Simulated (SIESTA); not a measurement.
The system is MnF2.

```
Mn F
1.0
     4.87380    0.00000    0.00000
     0.00000    4.87380    0.00000
     0.00000    0.00000    3.31070
Mn F
2 4
Direct
  0.50000 0.50000 0.50000
  0.00000 0.00000 0.00000
  0.80530 0.19470 0.50000
  0.69470 0.69470 0.00000
  0.19470 0.80530 0.50000
  0.30530 0.30530 0.00000
```

| Item | Value |
| --- | --- |
| Program | SIESTA 5.4.2 |
| Task | single point |
| Functional | PBEsol |
| Potentials or basis | PseudoDojo 0.4 standard (PBEsol files) |
| Basis | DZP (energy shift 0.003 Ry; two zetas on semicore shells) |
| Grid cutoff | 800 Ry |
| Energy shift | 0.003 Ry |
| k mesh | 6 × 6 × 8 |
| Occupations | fermi-dirac, width 0.05 eV |
| Spin | collinear spin, ferromagnetic start |
| Starting moments | [4.0, 4.0, 0.0, 0.0, 0.0, 0.0] μB |

On this cell: pressure -0.7 GPa; largest force 0.032 eV/Å; net moment 10.00 μB per cell; site moments Mn +4.86; F +0.07 μB; band gap on the k mesh 1.28 eV, direct.

The same run follows on a disturbed copy (atoms moved at random, drawn with an rms of 0.05 Å):

```
CELL_PARAMETERS angstrom
4.87380 0.00000 0.00000
0.00000 4.87380 0.00000
0.00000 0.00000 3.31070
ATOMIC_POSITIONS crystal
Mn 0.49574 0.49601 0.49308
Mn 0.99453 0.99835 0.99425
F 0.80427 0.18990 0.50723
F 0.69435 0.69566 0.99553
F 0.20267 0.80956 0.48729
F 0.30255 0.31064 0.00987
```

Problem. What does the disturbed cell give?

Solution. The energy moves by +3.6 meV/atom; pressure -0.4 GPa; largest force 0.321 eV/Å; net moment 10.00 μB per cell; site moments Mn +4.86; F +0.07 μB; band gap on the k mesh 1.27 eV, direct.

Forces in eV/Å, atoms in the order of the input:
```
Mn   0.146  0.120  0.237
Mn   0.262 -0.040  0.110
F   -0.074  0.117 -0.162
F   -0.054 -0.156 -0.029
F   -0.153  0.112  0.095
F   -0.130 -0.151 -0.251
```

Stress tensor (GPa, compression positive):
```
-0.68  0.04  0.56
 0.04 -0.60 -0.04
 0.56 -0.04  0.01
```

Caveats: short orbitals over semicore shells can move pressures by several GPa; the basis of atomic orbitals isn't converged, which shifts pressures, moduli and gaps; only a ferromagnetic start was run, and an antiferromagnetic order may lie lower in energy.

A k mesh can miss the band edges.
